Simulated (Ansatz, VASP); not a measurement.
AlN: VASP beside Ansatz

```xyz
2
Lattice="0.0000 2.0226 2.0226 2.0226 0.0000 2.0226 2.0226 2.0226 0.0000" Properties=species:S:1:pos:R:3 pbc="T T T"
Al    2.0226    2.0226    2.0226
N     0.0000    0.0000    0.0000
```

Alike in both runs: functional PBEsol; k mesh 10 × 10 × 10; occupations gaussian, width 0.02 eV; no spin polarisation.

Ansatz relaxed the structure, and its values are those at the end. VASP's run is a single point on that final structure, the one shown.

```csv
,VASP,Ansatz
version,VASP 6.6.1,Ansatz 0.2.0
potentials or method,"VASP PAW PBE potentials, release 64 (Al, N)","scalar-relativistic, plane waves, PAW"
plane-wave cutoff (eV),520,420
valence electrons in the cell,8,8
```

|  | VASP | Ansatz | Ansatz less VASP |
| --- | --- | --- | --- |
| gap on the k mesh at the Fermi level (eV) | 4.54 | 4.55 | +0.005 |
| least direct gap on the mesh (eV) | 5.65 | 5.63 | -0.020 |
| pressure (GPa) | -0.1 | 0.0 | +0.09 |

With one functional, cell and mesh, what is left measures potentials, basis and numerics.

Caveats: the PAW data sets were made with another functional, which shifts forces and pressure a little (VASP). A k mesh can miss the band edges.
